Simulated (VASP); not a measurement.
# CaB6 (Pm-3m) in VASP: a series of runs

One crystal, CaB6, is run at these levels: PBEsol; tasks: relaxation of cell and atoms.

Program: VASP 6.6.1. These are calculated values, not measurements. Logs are shortened: lines on timing, memory, paths and dates and some standing lists are left out, and cuts for length are marked.

## Step 1: The crystal as given

It takes space group Pm-3m (No. 221, cubic). The conventional cell has a = 4.145 Å, b = 4.145 Å, c = 4.145 Å, α = 90.00°, β = 90.00°, γ = 90.00°. Ca (site symmetry m-3m) has 24 B at 3.05 Å as nearest neighbours. B (site symmetry 4mm) has 5 B at 1.72 Å as nearest neighbours.

## Step 2: Relaxation of cell and atoms, PBEsol

INCAR reads:

```
SYSTEM = CaB6
PREC = Accurate ; ENCUT = 600
EDIFF = 1E-6 ; ISMEAR = 1
SIGMA = 0.1 ; LREAL = .FALSE.
LASPH = .TRUE. ; NELM = 80
ALGO = Normal ; ISIF = 3
LWAVE = .FALSE. ; LCHARG = .FALSE.
GGA = PS ; IBRION = 2
NSW = 90 ; EDIFFG = -0.01
KPAR = 2
```

KPOINTS reads:

```
Automatic mesh
0
G
  10 10 10
  0 0 0
```

POSCAR reads:

```
CaB6
1.0
    4.1450000000      0.0000000000      0.0000000000
    0.0000000000      4.1450000000      0.0000000000
    0.0000000000      0.0000000000      4.1450000000
Ca B
1 6
Direct
    0.5000000000      0.5000000000      0.5000000000
    0.0000000000      0.0000000000      0.2930000000
    0.0000000000      0.0000000000      0.7070000000
    0.2930000000      0.0000000000      0.0000000000
    0.7070000000      0.0000000000      0.0000000000
    0.0000000000      0.2930000000      0.0000000000
    0.0000000000      0.7070000000      0.0000000000
```

Potentials or basis: VASP PAW PBE potentials, release 64 (Ca_sv, B).

Command:

```console
cat potpaw_PBE.64/Ca_sv/POTCAR potpaw_PBE.64/B/POTCAR > POTCAR
mpirun -np 2 vasp_std > vasp.out
```

OUTCAR:

```text
SYSTEM = CaB6
   PREC = Accurate
   ENCUT = 600
   EDIFF = 1E-6
   ISMEAR = 1
   LREAL = .FALSE.
   LASPH = .TRUE.
   NELM = 80
   ISIF = 3
   GGA = PS
   IBRION = 2
   NSW = 90
   EDIFFG = -0.01

 ion  position               nearest neighbor table
   1  0.500  0.500  0.500-
   2  0.000  0.000  0.293-   3 1.72   4 1.72   5 1.72   6 1.72   7 1.72
   3  0.000  0.000  0.707-   2 1.72   4 1.72   5 1.72   6 1.72   7 1.72
   4  0.293  0.000  0.000-   5 1.72   3 1.72   2 1.72   6 1.72   7 1.72
   5  0.707  0.000  0.000-   4 1.72   3 1.72   2 1.72   6 1.72   7 1.72
   6  0.000  0.293  0.000-   7 1.72   3 1.72   4 1.72   5 1.72   2 1.72
   7  0.000  0.707  0.000-   6 1.72   3 1.72   4 1.72   5 1.72   2 1.72

  LATTYP: Found a simple cubic cell.
 ALAT       =     4.1450000000

  Lattice vectors:

 A1 = (   4.1450000000,   0.0000000000,   0.0000000000)
 A2 = (   0.0000000000,   4.1450000000,   0.0000000000)
 A3 = (   0.0000000000,   0.0000000000,   4.1450000000)

Analysis of symmetry for initial positions (statically):
=====================================================================
 Subroutine PRICEL returns:
 Original cell was already a primitive cell.

 Routine SETGRP: Setting up the symmetry group for a
 simple cubic supercell.

 Subroutine GETGRP returns: Found 48 space group operations
 (whereof 48 operations were pure point group operations)
 out of a pool of 48 trial point group operations.

The static configuration has the point symmetry O_h .

Analysis of symmetry for dynamics (positions and initial velocities):
=====================================================================
 Subroutine PRICEL returns:
 Original cell was already a primitive cell.

 Routine SETGRP: Setting up the symmetry group for a
 simple cubic supercell.

 Subroutine GETGRP returns: Found 48 space group operations
 (whereof 48 operations were pure point group operations)
 out of a pool of 48 trial point group operations.

The dynamic configuration has the point symmetry O_h .

 Subroutine INISYM returns: Found 48 space group operations
 (whereof 48 operations are pure point group operations),
 and found     1 'primitive' translations

----------------------------------------------------------------------------------------

                                     Primitive cell

  volume of cell :      71.2153

  direct lattice vectors                    reciprocal lattice vectors
     4.145000000  0.000000000  0.000000000     0.241254524  0.000000000  0.000000000
     0.000000000  4.145000000  0.000000000     0.000000000  0.241254524  0.000000000
     0.000000000  0.000000000  4.145000000     0.000000000  0.000000000  0.241254524

  length of vectors
     4.145000000  4.145000000  4.145000000     0.241254524  0.241254524  0.241254524

  position of ions in fractional coordinates (direct lattice)
     0.500000000  0.500000000  0.500000000
     0.000000000  0.000000000  0.293000000
     0.000000000  0.000000000  0.707000000
     0.293000000  0.000000000  0.000000000
     0.707000000  0.000000000  0.000000000
     0.000000000  0.293000000  0.000000000
     0.000000000  0.707000000  0.000000000

  ion indices of the primitive-cell ions
   primitive index   ion index
                 1           1
                 2           2
                 3           3
                 4           4
                 5           5
                 6           6
                 7           7

----------------------------------------------------------------------------------------

 KPOINTS: Automatic mesh

Automatic generation of k-mesh.
 Grid dimensions read from file:
 generate k-points for:   10   10   10

 Generating k-lattice:

  Cartesian coordinates                     Fractional coordinates (reciprocal lattice)
     0.024125452  0.000000000  0.000000000     0.100000000  0.000000000  0.000000000
     0.000000000  0.024125452  0.000000000     0.000000000  0.100000000  0.000000000
     0.000000000  0.000000000  0.024125452     0.000000000  0.000000000  0.100000000

  Length of vectors
     0.024125452  0.024125452  0.024125452

  Shift w.r.t. Gamma in fractional coordinates (k-lattice)
     0.000000000  0.000000000  0.000000000

 Subroutine IBZKPT returns following result:
 ===========================================

 Found     56 irreducible k-points:

 Following reciprocal coordinates:
            Coordinates               Weight
  0.000000  0.000000  0.000000      1.000000
  0.100000  0.000000  0.000000      6.000000
  0.200000  0.000000  0.000000      6.000000
  0.300000  0.000000  0.000000      6.000000
  0.400000  0.000000  0.000000      6.000000
  0.500000  0.000000  0.000000      3.000000
[... 16 lines left out ...]
  0.200000  0.100000  0.100000     24.000000
  0.300000  0.100000  0.100000     24.000000
 [... further k-points ...]
   k-points           NKPTS =     56   k-points in BZ     NKDIM =     56   number of bands    NBANDS=     18
   number of dos      NEDOS =    301   number of ions     NIONS =      7
   total plane-waves  NPLWV =  46656
   dimension x,y,z NGX =    36 NGY =   36 NGZ =   36
   dimension x,y,z NGXF=    72 NGYF=   72 NGZF=   72
   ions per type =               1   6
   NGX,Y,Z   is equivalent  to a cutoff of  14.44, 14.44, 14.44 a.u.
   NGXF,Y,Z  is equivalent  to a cutoff of  28.88, 28.88, 28.88 a.u.
 SYSTEM =  CaB6
   PREC   = accura    normal or accurate (medium, high low for compatibility)
   ISTART =      0    job   : 0-new  1-cont  2-samecut
   ICHARG =      2    charge: 1-file 2-atom 10-const
   ISPIN  =      1    spin polarized calculation?
   LNONCOLLINEAR =      F non collinear calculations
   LSORBIT =      F    spin-orbit coupling
   LASPH  =      T    aspherical Exc in radial PAW
   ENCUT  =  600.0 eV  44.10 Ry    6.64 a.u.   8.28  8.28  8.28*2*pi/ulx,y,z
   NELM   =     80;   NELMIN=  2; NELMDL= -5     # of ELM steps
   EDIFF  = 0.1E-05   stopping-criterion for ELM
   LREAL  =      F    real-space projection
   EDIFFG = -.1E-01   stopping-criterion for IOM
   NSW    =     90    number of steps for IOM
   IBRION =      2    ionic relax: 0-MD 1-quasi-New 2-CG
   NFREE  =      1    steps in history (QN), initial steepest desc. (CG)
   ISIF   =      3    stress and relaxation
   ISYM   =      2    0-nonsym 1-usesym 2-fastsym
   POTIM  = 0.5000    time-step for ionic-motion
   TEBEG  =    0.0;   TEEND  =   0.0 temperature during run
   PSTRESS=    0.0 pullay stress
   NELECT =      28.0000    total number of electrons
   NUPDOWN=      -1.0000    fix difference up-down
   EMIN   =  10.00;   EMAX   =-10.00  energy-range for DOS
   EFERMI =   0.00;   METHOD = LEGACY
   ISMEAR =     1;   SIGMA  =   0.10  broadening in eV -4-tet -1-fermi 0-gaus
   EFERMI_NEDOS =   21; number of points for ismear=-14 and -15
   IALGO  =     38    algorithm
   IMIX   =      4    mixing-type and parameters
     AMIX     =   0.40;   BMIX     =  1.00
     AMIX_MAG =   1.60;   BMIX_MAG =  1.00
  volume/ion in A,a.u.               =      10.17        68.65
  Fermi-wavevector in a.u.,A,eV,Ry     =   1.199323  2.266393 19.570302  1.438377
  Thomas-Fermi vector in A             =   2.335189
   LORBIT       =      0    0 simple, 1 ext, 2 COOP (PROOUT), +10 PAW based schemes
   GGA     = PS    functional components
   LHFCALC =     F    Hartree Fock is set to
   AEXX    =    0.0000 exact exchange contribution
   IVDW    =     0    specifies the selected vdW correction
   LEPSILON=     F    determine dielectric tensor
   LRPA    =     F    only Hartree local field effects (RPA)
 conjugate gradient relaxation of ions
 non-spin polarized calculation
 Methfessel and Paxton  Order N= 1 SIGMA  =   0.10
  energy-cutoff  :      600.00
  volume of cell :       71.22
 maximum number of plane-waves:      2408
 NGX is ok and might be reduce to    36
   NGX = 17   NGY = 17   NGZ = 17

--------------------------------------- Ionic step        1  -------------------------------------------

 number of electron      28.0000003 magnetization

 Free energy of the ion-electron system (eV)
  ---------------------------------------------------
  ext. energy  EPLUGINS =         0.00000000
  ---------------------------------------------------
  free energy    TOTEN  =       -47.01719504 eV

  energy without entropy =      -47.01724703  energy(sigma->0) =      -47.01721237

------------------------ aborting loop because EDIFF is reached ----------------------------------------

  FORCE on cell =-STRESS in cart. coord.  units (eV):
  Direction    XX          YY          ZZ          XY          YZ          ZX
  --------------------------------------------------------------------------------------
  -------------------------------------------------------------------------------------
  Total        0.1255490      0.1255490      0.1255490      0.0000000      0.0000000     -0.0000000
  in kB        2.8245566      2.8245566      2.8245566      0.0000000      0.0000000     -0.0000000
  external PRESSURE =       2.8245566 kB  Pullay stress =       0.0000000 kB
[... 272 lines left out ...]
  energy  without entropy=      -47.1118291941  energy(sigma->0) =      -47.11192625

--------------------------------------- Ionic step        8  -------------------------------------------

 number of electron      28.0000001 magnetization

 Free energy of the ion-electron system (eV)
  ---------------------------------------------------
  ext. energy  EPLUGINS =         0.00000000
  ---------------------------------------------------
  free energy    TOTEN  =       -47.11203357 eV

  energy without entropy =      -47.11191279  energy(sigma->0) =      -47.11199331

 E-fermi :   4.6654     XC(G=0): -10.7531

 val. band max:        4.6429194204   @ k =   0.4000   0.0000   0.0000
 cond. band min:       4.6879648261   @ k =   0.4000   0.0000   0.0000
 fundamental gap:      0.0450454057
 Fermi energy:         4.6654317469

 k-point     1 :       0.0000    0.0000    0.0000
  band No.  band energies     occupation
      1     -36.2155      2.00000
      2     -17.2853      2.00000
      3     -17.2853      2.00000
      4     -17.2853      2.00000
      5      -9.8451      2.00000
      6      -2.3020      2.00000
[... 10 lines left out ...]
     17       7.4702      0.00000
     18       8.0143      0.00000
[... 466 lines left out ...]
      2     -17.3259      2.00000
      3     -17.2860      2.00000
      4     -17.2850      2.00000
      5      -9.5464      2.00000
      6      -4.1685      2.00000
[... 10 lines left out ...]
     17       8.2275      0.00000
     18       8.6684      0.00000

 [... further k-points ...]

------------------------ aborting loop because EDIFF is reached ----------------------------------------

  FORCE on cell =-STRESS in cart. coord.  units (eV):
  Direction    XX          YY          ZZ          XY          YZ          ZX
  --------------------------------------------------------------------------------------
  -------------------------------------------------------------------------------------
  Total       -0.0136658     -0.0136658     -0.0136658      0.0000000      0.0000000      0.0000000
  in kB       -0.3108021     -0.3108021     -0.3108021      0.0000000      0.0000000      0.0000000
  external PRESSURE =      -0.3108021 kB  Pullay stress =       0.0000000 kB
[... 22 lines left out ...]
  FREE ENERGIE OF THE ION-ELECTRON SYSTEM (eV)
  ---------------------------------------------------
  free  energy   TOTEN  =       -47.1120335730 eV

  energy  without entropy=      -47.1119127916  energy(sigma->0) =      -47.11199331

 reached required accuracy - stopping structural energy minimisation
```

Wall time 2.2 min (2 MPI ranks of Intel Xeon Platinum 8375C at 2.90GHz (Ice Lake), shared host); peak memory 0.27 GiB.

Results:

```
Free energy                            : -47.1120 eV
Relaxed volume                         : 10.06 Å³/atom
Relaxed cell                           : a = 4.130 Å, b = 4.130 Å, c = 4.130 Å, α = 90.00°, β = 90.00°, γ = 90.00°
Space group after relaxing (to 0.05 Å) : Pm-3m (No. 221)
Energy gained by relaxing              : 13.5 meV/atom
Ionic steps                            : 8
Pressure after relaxing                : 0.0 GPa
Band gap on the k mesh                 : 0.05 eV, direct
```

The path:
| step | energy change (eV) | largest force (eV/Å) | pressure (GPa) | volume (Å³) |
| --- | --- | --- | --- | --- |
| 1 | 0.0000 | 1.3904 | 0.28 | 71.22 |
| 2 | 0.3150 | 2.9866 | -3.31 | 71.40 |
| 3 | -0.0901 | 0.0022 | -1.78 | 71.28 |
| 4 | -0.0946 | 0.0252 | 0.30 | 70.28 |
| 5 | -0.0948 | 0.0208 | -0.02 | 70.43 |
| 6 | -0.0948 | 0.0201 | -0.07 | 70.45 |
| 7 | -0.0948 | 0.0353 | 0.02 | 70.44 |
| 8 | -0.0948 | 0.0013 | -0.03 | 70.45 |

Final structure:
```
Ca B
1.0
     4.13004    0.00000    0.00000
     0.00000    4.13004    0.00000
     0.00000    0.00000    4.13004
Ca B
1 6
Direct
  0.50000 0.50000 0.50000
  0.00000 0.00000 0.29847
  0.00000 0.00000 0.70153
  0.29847 0.00000 0.00000
  0.70153 0.00000 0.00000
  0.00000 0.29847 0.00000
  0.00000 0.70153 0.00000
```

Caveat: the PAW data sets were made with another functional, which shifts forces and pressure a little. Expect the measured gap to be larger: semilocal functionals such as PBEsol lack the derivative discontinuity.

## Step 3: Relaxation of cell and atoms, PBEsol

This run uses another cell than the first one, of 10.06 Å³/atom, 0.989 times its volume.

INCAR reads:

```
SYSTEM = CaB6
PREC = Accurate ; ENCUT = 600
EDIFF = 1E-7 ; ISMEAR = 1
SIGMA = 0.1 ; LREAL = .FALSE.
LASPH = .TRUE. ; NELM = 80
ALGO = Normal ; ISIF = 3
LWAVE = .FALSE. ; LCHARG = .FALSE.
GGA = PS ; IBRION = 2
NSW = 90 ; EDIFFG = -0.005
KPAR = 2
```

KPOINTS is that of step 2.

POSCAR reads:

```
CaB6                                    
1.0
    4.1300390163      0.0000000000     -0.0000000000
    0.0000000000      4.1300390163      0.0000000000
   -0.0000000000      0.0000000000      4.1300390163
  Ca              B             
     1     6
Direct
     0.5000000000000000    0.5000000000000000    0.5000000000000000
     0.0000000000000000    0.0000000000000000    0.2984678719884741
     0.0000000000000000    0.0000000000000000    0.7015321280115259
     0.2984678719884741    0.0000000000000000    0.0000000000000000
     0.7015321280115259    0.0000000000000000    0.0000000000000000
     0.0000000000000000    0.2984678719884741    0.0000000000000000
     0.0000000000000000    0.7015321280115259    0.0000000000000000
```

Potentials or basis: VASP PAW PBE potentials, release 64 (Ca_sv, B).

Command:

```console
cat potpaw_PBE.64/Ca_sv/POTCAR potpaw_PBE.64/B/POTCAR > POTCAR
mpirun -np 2 vasp_std > vasp.out
```

It took 37 s on 2 MPI ranks of Intel Xeon Platinum 8375C at 2.90GHz (Ice Lake), shared host; peak memory 0.25 GiB.

It converged, with:

```
Free energy             : -47.1116 eV
Pressure after relaxing : 0.0 GPa
Band gap on the k mesh  : 0.04 eV, direct
```

Final structure:
```
Ca B
1.0
     4.13004    0.00000    0.00000
     0.00000    4.13004    0.00000
     0.00000    0.00000    4.13004
Ca B
1 6
Direct
  0.50000 0.50000 0.50000
  0.00000 0.00000 0.29847
  0.00000 0.00000 0.70153
  0.29847 0.00000 0.00000
  0.70153 0.00000 0.00000
  0.00000 0.29847 0.00000
  0.00000 0.70153 0.00000
```

Levels at points of the mesh, in eV from the valence-band top:
```
           k point  band 12  band 13  band 14  band 15  band 16  band 17
(0.00, 0.00, 0.00)    -0.31    -0.31    -0.31     2.83     2.83     2.83
(0.50, 0.00, 0.00)    -2.40    -1.76    -0.17     0.09     3.22     3.22
(0.50, 0.50, 0.00)    -2.73    -1.46    -1.46     3.04     3.04     4.09
(0.50, 0.50, 0.50)    -1.06    -1.06    -1.06     4.19     4.83     4.83
```

Caveat: the relaxation stopped at its first step, so nothing moved; the PAW data sets were made with another functional, which shifts forces and pressure a little.
